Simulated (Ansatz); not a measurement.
Optical constants of HgTe

Level of theory: DFT PBEsol, scalar-relativistic, plane waves, PAW in Ansatz 0.2.0. Cutoff 420 eV, 12×12×12 k-points (Γ-centred), Fermi-Dirac smearing of 0.15 eV. No spin polarisation.

Equilibrium structure at this level:
```
Hg Te
1.0
     0.00000    3.25523    3.25523
     3.25523    0.00000    3.25523
     3.25523    3.25523    0.00000
Hg Te
1 1
Direct
  0.00000 0.00000 0.00000
  0.75000 0.75000 0.75000
```

In a metal these results depend on the k mesh and the smearing. Spin–orbit coupling is left out, which matters for heavy elements.

Independent-particle response (no local fields, no excitons) on a 18×18×18 mesh, broadened by 0.1 eV; the Drude term is undamped and its weight carries the smearing above, which sets much of it in a semimetal. The run couldn't bound its error over part or most of this range, so small peaks and near ties are unsure. Light polarised along z. ε₁ lacks the small share of bands above those solved.

(1) Tabulate ε₁ and ε₂ against photon energy.

(2) Where is the highest local maximum of ε₂ between 0.3 and 12 eV?

Answers

(1)
```csv
E (eV),ε₁,ε₂
0.3,9.23,2.50
0.7,15.04,4.67
1.1,15.80,6.88
1.5,16.16,12.61
1.9,6.39,13.44
2.3,4.52,9.96
2.7,4.43,8.16
3.1,4.92,7.47
3.5,5.69,7.90
3.9,6.95,10.79
4.3,-1.88,9.98
4.7,-0.20,8.09
5.1,-0.17,6.24
5.5,1.87,6.70
5.9,-2.88,8.21
6.3,-3.19,5.53
6.7,-2.77,4.18
7.1,-2.53,3.47
7.5,-2.16,2.15
7.9,-1.20,2.26
8.3,-1.01,2.20
8.7,-0.92,2.30
9.1,-1.20,2.37
9.5,-1.41,1.74
9.9,-1.27,1.16
10.3,-0.69,0.96
10.7,-0.50,1.01
11.1,-0.29,1.08
11.5,-0.33,0.95
11.9,-0.19,1.07
```

(2) At 1.7 eV, where ε₂ = 16.0.

Cost: 1 run of about 0.99 core-minutes, on AMD EPYC 9R45 (Zen 5) (shared hosts).